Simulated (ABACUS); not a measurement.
The system is KI.

```
I K
1.0
     0.00000    3.53277    3.53277
     3.53277    0.00000    3.53277
     3.53277    3.53277    0.00000
I K
1 1
Direct
  0.50000 0.50000 0.50000
  0.00000 0.00000 0.00000
```

Base run:

```yaml
Program: ABACUS 3.10.1
Functional: PBEsol
Potentials_or_basis: PseudoDojo NC SR 0.5 PBE stringent
Cutoff: 1537 eV
Density_cutoff: 6150 eV
Basis: plane waves
k_mesh: 6 × 6 × 6
Occupations: fermi-dirac, width 0.05 eV
Spin: no spin polarisation
```

Its results: band gap on the k mesh 3.82 eV, direct; pressure -0.3 GPa.

**Question.** The run is repeated on the same cell with these changes: functional from PBEsol to rPW86PBE; potentials or basis from PseudoDojo NC SR 0.5 PBE stringent to SPMS ONCV 1.0 PBE; cutoff from 1537 eV to 1007 eV; density cutoff from 6150 eV to 4027 eV; valence electrons from 34 to 16. What comes out?

**Answer.** Band gap on the k mesh 3.82 eV, direct; pressure 0.6 GPa.

Caveats: the potentials were made for another functional, which shifts forces and pressure; spin-orbit coupling is left out, which moves the levels of the heavy elements.

